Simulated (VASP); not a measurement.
A run of VASP 6.6.1:

INCAR

```
ALGO     = Normal         # electronic algorithm
EDIFF    = 1E-6           # SCF threshold, eV
ENCUT    = 520            # plane-wave cutoff, eV
GGA      = PE             # functional
ISIF     = 2              # what is computed and relaxed
ISMEAR   = -1             # smearing method
IVDW     = 13             # dispersion correction
LASPH    = True           # aspherical terms in the spheres
LCHARG   = False          # write CHGCAR
LREAL    = False          # projectors in reciprocal space
LWAVE    = False          # write WAVECAR
NELM     = 60             # most SCF steps
PREC     = Accurate       # precision mode
SIGMA    = 0.05           # smearing width, eV
```

KPOINTS

```
k-points
0
Gamma
  16 16 4
```

File POSCAR:

```
C
1.0
    2.4610000000      0.0000000000      0.0000000000
   -1.2305000000      2.1312885187      0.0000000000
    0.0000000000      0.0000000000      9.3912000000
C
4
Direct
    0.0000000000      0.0000000000      0.2500000000
    0.3333333333      0.6666666667      0.2500000000
    0.0000000000      0.0000000000      0.7500000000
    0.6666666667      0.3333333333      0.7500000000
```

Potentials or basis: VASP PAW PBE potentials, release 64 (C).

The run is started by

```bash
$ cat potpaw_PBE.64/C/POTCAR > POTCAR
$ mpirun -np 1 vasp_std > vasp.out
```

Hardware: 1 thread of Intel(R) Xeon(R) Platinum 8488C (Sapphire Rapids) (shared host).

Q: How long does it take, and how much memory?

A: It took 24 s on 1 thread of Intel(R) Xeon(R) Platinum 8488C (Sapphire Rapids), on a shared host, peak memory 0.17 GiB. Counts: scf iterations 13, k points 90.
